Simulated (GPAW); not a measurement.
# Ta (Im-3m) in GPAW: equation of state with r2SCAN

Aim: the equation of state of Ta with r2SCAN.

Everything below comes from runs of GPAW 26.7.0. Logs are shortened: lines on timing, memory, paths and dates and some standing lists are left out, and cuts for length are marked. The log counts tension as positive stress, the text compression.

## 1. The crystal as given

Symmetry: Im-3m, No. 229, cubic system. Conventional cell: a = 3.303 Å, b = 3.303 Å, c = 3.303 Å, α = 90.00°, β = 90.00°, γ = 90.00°. Around Ta (site symmetry m-3m) lie 8 Ta at 2.86 Å.

## 2. Equation of state, r2SCAN

Contents of run.py:

```python
from ase import Atoms
from ase.eos import EquationOfState
from ase.io import Trajectory
from ase.units import GPa
from gpaw import GPAW, PW

atoms = Atoms(['Ta'],
              cell=[[-1.65128, 1.65128, 1.65128],
                    [1.65128, -1.65128, 1.65128],
                    [1.65128, 1.65128, -1.65128]],
              scaled_positions=[[0.0, 0.0, 0.0]],
              pbc=True)

traj = Trajectory('eos.traj', 'w')
volumes, energies = [], []
for x in [0.94, 0.96, 0.98, 1.0, 1.02, 1.04, 1.06]:
    a = atoms.copy()
    a.set_cell(atoms.cell * x**(1 / 3), scale_atoms=True)
    calc = GPAW(mode=PW(600),
                xc='MGGA_X_R2SCAN+MGGA_C_R2SCAN',
                kpts={'size': (11, 11, 11), 'gamma': True},
                occupations={'name': 'fermi-dirac', 'width': 0.05},
                nbands=15,
                convergence={'density': 1e-05, 'energy': 1e-05},
                maxiter=150,
                txt=f'eos-{x:.2f}.txt')
    a.calc = calc
    energies.append(a.get_potential_energy(force_consistent=True))
    volumes.append(a.get_volume())
    p = -a.get_stress()[:3].mean() / GPa
    calc.write(f'eos-{x:.2f}.gpw')
    traj.write(a)
    print(f'{x:.2f} {volumes[-1]:10.4f} A^3 {energies[-1]:14.6f} eV {p:9.3f} GPa', flush=True)

v0, e0, B = EquationOfState(volumes, energies, eos='birchmurnaghan').fit()
print(f'V0 = {v0:.4f} A^3, E0 = {e0:.6f} eV, B0 = {B / GPa:.2f} GPa')
```

Potentials or basis: GPAW PAW data sets (gpaw-data 1.2.1), pw.

Run with:

```sh
OMP_NUM_THREADS=1 python run.py
```

The program printed:

```text
__  _  _
 | _ |_)|_||  |
 |__||  | ||/\| - 26.7.0

Input parameters:
  mode=PW(ecut=600.0),
  convergence={'density': 1e-05, 'energy': 1e-05},
  kpts=MonkhorstPack(size=(11, 11, 11), gamma=True),
  maxiter=150,
  nbands=15,
  occupations=Occupations(name='fermi-dirac', width=0.05),
  xc=XC(name='MGGA_X_R2SCAN+MGGA_C_R2SCAN')

Diagonalizing LCAO Hamiltonian
Converting LCAO to pw mode

       Ta

Atoms  # Å, Bohr magnetons
|   | symbol |        x |        y |        z |    initial magnetic moments |
|---|--------|----------|----------|----------|-----------------------------|
| 0 |     Ta | 0.000000 | 0.000000 | 0.000000 | ( 0.0000,  0.0000,  0.0000) |

Unit cell  # Å
| periodic |         x |         y |         z |  lengths |     angles |
|----------|-----------|-----------|-----------|----------|------------|
|      yes | -1.617571 |  1.617571 |  1.617571 | 2.801715 | 109.471221 |
|      yes |  1.617571 | -1.617571 |  1.617571 | 2.801715 | 109.471221 |
|      yes |  1.617571 |  1.617571 | -1.617571 | 2.801715 | 109.471221 |

Number of symmetries: 48
Symmetry operations  # r_c * U_cc + t_c -> r_c
|    | kind |            matrix            |
|----|------|------------------------------|
|  0 |  σ   |  1, 1, 1,  0, 0,-1,  0,-1, 0 |
|  1 |  C4  |  1, 1, 1,  0, 0,-1, -1, 0, 0 |
|  2 |  C2  |  1, 1, 1,  0,-1, 0,  0, 0,-1 |
|  3 |  S6  |  1, 1, 1,  0,-1, 0, -1, 0, 0 |
|  4 |  S6  |  1, 1, 1, -1, 0, 0,  0, 0,-1 |
|  5 |  C4  |  1, 1, 1, -1, 0, 0,  0,-1, 0 |
|  6 |  E   |  1, 0, 0,  0, 1, 0,  0, 0, 1 |
|  7 |  σ   |  1, 0, 0,  0, 1, 0, -1,-1,-1 |
|  8 |  σ   |  1, 0, 0,  0, 0, 1,  0, 1, 0 |
|  9 |  C3  |  1, 0, 0,  0, 0, 1, -1,-1,-1 |
| 10 |  C3  |  1, 0, 0, -1,-1,-1,  0, 1, 0 |
| 11 |  σ   |  1, 0, 0, -1,-1,-1,  0, 0, 1 |
| 12 |  σ   |  0, 1, 0,  1, 0, 0,  0, 0, 1 |
| 13 |  C2  |  0, 1, 0,  1, 0, 0, -1,-1,-1 |
| 14 |  C3  |  0, 1, 0,  0, 0, 1,  1, 0, 0 |
| 15 |  S4  |  0, 1, 0,  0, 0, 1, -1,-1,-1 |
| 16 |  S4  |  0, 1, 0, -1,-1,-1,  1, 0, 0 |
| 17 |  C3  |  0, 1, 0, -1,-1,-1,  0, 0, 1 |
| 18 |  C3  |  0, 0, 1,  1, 0, 0,  0, 1, 0 |
| 19 |  S4  |  0, 0, 1,  1, 0, 0, -1,-1,-1 |
| 20 |  σ   |  0, 0, 1,  0, 1, 0,  1, 0, 0 |
| 21 |  C3  |  0, 0, 1,  0, 1, 0, -1,-1,-1 |
| 22 |  C2  |  0, 0, 1, -1,-1,-1,  1, 0, 0 |
| 23 |  S4  |  0, 0, 1, -1,-1,-1,  0, 1, 0 |
| 24 |  C4  |  0, 0,-1,  1, 1, 1,  0,-1, 0 |
| 25 |  σ   |  0, 0,-1,  1, 1, 1, -1, 0, 0 |
| 26 |  S6  |  0, 0,-1,  0,-1, 0,  1, 1, 1 |
| 27 |  C2  |  0, 0,-1,  0,-1, 0, -1, 0, 0 |
| 28 |  C4  |  0, 0,-1, -1, 0, 0,  1, 1, 1 |
| 29 |  S6  |  0, 0,-1, -1, 0, 0,  0,-1, 0 |
| 30 |  S6  |  0,-1, 0,  1, 1, 1,  0, 0,-1 |
| 31 |  C4  |  0,-1, 0,  1, 1, 1, -1, 0, 0 |
| 32 |  C4  |  0,-1, 0,  0, 0,-1,  1, 1, 1 |
| 33 |  S6  |  0,-1, 0,  0, 0,-1, -1, 0, 0 |
| 34 |  σ   |  0,-1, 0, -1, 0, 0,  1, 1, 1 |
| 35 |  C2  |  0,-1, 0, -1, 0, 0,  0, 0,-1 |
| 36 |  C2  | -1, 0, 0,  1, 1, 1,  0, 0,-1 |
| 37 |  S6  | -1, 0, 0,  1, 1, 1,  0,-1, 0 |
| 38 |  S6  | -1, 0, 0,  0, 0,-1,  1, 1, 1 |
| 39 |  C2  | -1, 0, 0,  0, 0,-1,  0,-1, 0 |
| 40 |  C2  | -1, 0, 0,  0,-1, 0,  1, 1, 1 |
| 41 |  i   | -1, 0, 0,  0,-1, 0,  0, 0,-1 |
| 42 |  S4  | -1,-1,-1,  1, 0, 0,  0, 1, 0 |
| 43 |  C3  | -1,-1,-1,  1, 0, 0,  0, 0, 1 |
| 44 |  C3  | -1,-1,-1,  0, 1, 0,  1, 0, 0 |
| 45 |  σ   | -1,-1,-1,  0, 1, 0,  0, 0, 1 |
| 46 |  S4  | -1,-1,-1,  0, 0, 1,  1, 0, 0 |
| 47 |  C2  | -1,-1,-1,  0, 0, 1,  0, 1, 0 |

BZ-sampling:
  Number of BZ points: 1331
  Number of IBZ points: 56

  Monkhorst-Pack size: [11, 11, 11]
  Monkhorst-Pack shift: [0, 0, 0]

K-points  # in reciprocal-cell coordinates
|     |                                coordinates |     weight |
|-----|--------------------------------------------|------------|
|   0 | (  0.00000000,   0.00000000,   0.00000000) | 0.00075131 |
|   1 | (  0.09090909,   0.00000000,   0.00000000) | 0.00901578 |
|   2 | (  0.09090909,   0.09090909,  -0.09090909) | 0.00450789 |
|   3 | (  0.18181818,   0.00000000,  -0.09090909) | 0.01803156 |
|   4 | (  0.18181818,   0.00000000,   0.00000000) | 0.00901578 |
|   5 | (  0.18181818,   0.09090909,  -0.09090909) | 0.01803156 |
|   6 | (  0.18181818,   0.18181818,  -0.18181818) | 0.00450789 |
|   7 | (  0.27272727,  -0.09090909,  -0.09090909) | 0.00601052 |
|   8 | (  0.27272727,   0.00000000,  -0.09090909) | 0.03606311 |
|   9 | (  0.27272727,   0.00000000,   0.00000000) | 0.00901578 |
| ... |                                            |            |
|  55 | (  0.45454545,   0.45454545,   0.45454545) | 0.00601052 |

Plane wave coefficients: 577
Cutoff: 600.0 eV

Spin-components: 1 (collinear spins)
Bands:           15
Projectors:      6
Spin-degeneracy: 2
Datatype:        complex128

Parallelization:
  kpt:    1
  domain: 1
  band:   1

Density:
  Valence electrons: 13.0
  Components: 1
  Grid points: [16 16 16]
  Charge: 0.0  # |e|

Potential:
  Grid points: [16 16 16]

species:
  Ta:
    name:    Tantalum
    Z:       73.0
    valence: 13
    core:    60
    charge:  0.0  # [|e|]
    compensation charges:
      type: gauss
      rc: 0.42  # [Å]
      lmax: 2
    cutoffs:
      filter: 2.36  # [Å]
      core: 3.45  # [Å]
    projectors
    | kind |    occ | energy [eV] | rcut [Å] |
    |------|--------|-------------|----------|
    |   5s |  2.000 |     -72.790 |    1.365 |
    |   6s |  2.000 |      -5.429 |    1.365 |
    |   5p |  6.000 |     -39.427 |    1.349 |
    |   6p |  0.000 |      -1.396 |    1.349 |
    |   5d |  3.000 |      -3.603 |    1.307 |
    |    d |        |      23.609 |    1.307 |

    Using partial waves for Ta as LCAO basis

Reference energy: -424172.441401  # eV

eigensolver:
  PPCG
  Converge bands: occupied
  niter=2

density mixing:
  MSR1-Mixer
  Pratt-step length: 0.05
  Maximum mixing coefficient: 0.75
  Old densities: 10
  SVD Regularization: 0.005
  Good broyden scale: 1.0
  Trust region scale: 1.0
  Backstep threshold: 4.0
  History deletion threshold: 6.0
  Fourier metric: weight=20.0, sigma=0.015

occupation numbers:
  Fermi-Dirac:
    width: 0.0500  # eV

poisson solver:
  ecut: 4800.0  # eV

xc functional:
  name: MGGA_X_R2SCAN+MGGA_C_R2SCAN with 2 nearest neighbor stencil

convergence criteria:
- Maximum integral of absolute [dens]ity change: 1e-05 electrons / valence electron
- Maximum [total energy] change in last 3 cyles: 1e-05 eV / valence electron
- Maximum integral of absolute [eigenst]ate change: 4e-08 eV^2 / valence electron
maximum number of iterations: 150

SCF iterations
|iter     | |      energy | eigst |  dens |
|---------|-|-------------|-------|-------|
|iter:   1| |  -24.994074 | -0.06 |       |
|iter:   2| |  -23.110374 | -1.89 | -1.35 |
|iter:   3| |  -23.092523 | -2.20 | -1.39 |
|iter:   4| |  -23.100001 | -2.51 | -1.75 |
|iter:   5| |  -23.102507 | -3.94 | -2.38 |
|iter:   6| |  -23.103047 | -4.40 | -2.70 |
|iter:   7| |  -23.103048 | -6.60 | -3.43 |
|iter:   8| |  -23.103048c| -7.48c| -3.93 |
|iter:   9| |  -23.103048c| -8.11c| -5.09c|

Converged in 9 steps
Energy contributions relative to reference atoms: (reference = -424172.441401)

Energy contributions:
  Kinetic:          23.348232
  Coulomb:         -22.006029
  Zero:             -0.280339
  External:          0.000000
  Xc:              -24.161741
  Entropy:          -0.006341
  Spinorbit:         0.000000
  ----------------------------
  Free energy:     -23.106218
  Extrapolated:    -23.103048

dipole moment: (-5.792037, -5.792037, -5.792037)  # |e|*Ang

Fermi level: 12.551
Eigenvalues  # (at kpt = [0.000, 0.000, 0.000])
| band index |      eig [eV] | occ [0-2] |
|------------|---------------|-----------|
|          0 |       -56.113 |     2.000 |
|          1 |       -21.457 |     2.000 |
|          2 |       -21.457 |     2.000 |
|          3 |       -21.457 |     2.000 |
|          4 |         4.097 |     2.000 |
|          5 |        13.393 |     0.000 |
|          6 |        13.393 |     0.000 |
|          7 |        13.393 |     0.000 |
|          8 |        17.074 |     0.000 |
|          9 |        17.074 |     0.000 |
|         10 |        28.510 |     0.000 |
|         11 |        28.510 |     0.000 |
|         12 |        28.510 |     0.000 |
|        ... |               |           |
|         14 |        40.707 |     0.000 |

No gap
No difference between direct/indirect transitions

Stress tensor  # eV/Ang^3
|         x |         y |         z |
|-----------|-----------|-----------|
| -0.096005 | -0.000000 | -0.000000 |
| -0.000000 | -0.096005 |  0.000000 |
| -0.000000 |  0.000000 | -0.096005 |

# Writing to eos-0.94.gpw (mode='')
```

Wall time 4.1 min (1 thread of Arm Neoverse V1, shared host); peak memory 0.85 GiB.

What came out:

| Quantity | Value |
| --- | --- |
| Equilibrium volume | 18.12 Å³/atom (rough: see the caveat) |
| Bulk modulus | 200 GPa (rough) |

Energy against volume, from the lowest point:
```csv
volume (Å³/atom),energy (meV/atom)
16.930,53.85
17.290,25.23
17.650,7.50
18.010,0.00
18.371,1.63
18.731,11.62
19.091,29.30
```

Caveat: the points scatter about the fit; the PAW data sets were made with another functional, which shifts forces and pressure a little. Spin-orbit coupling is left out, which matters for the levels of Ta.
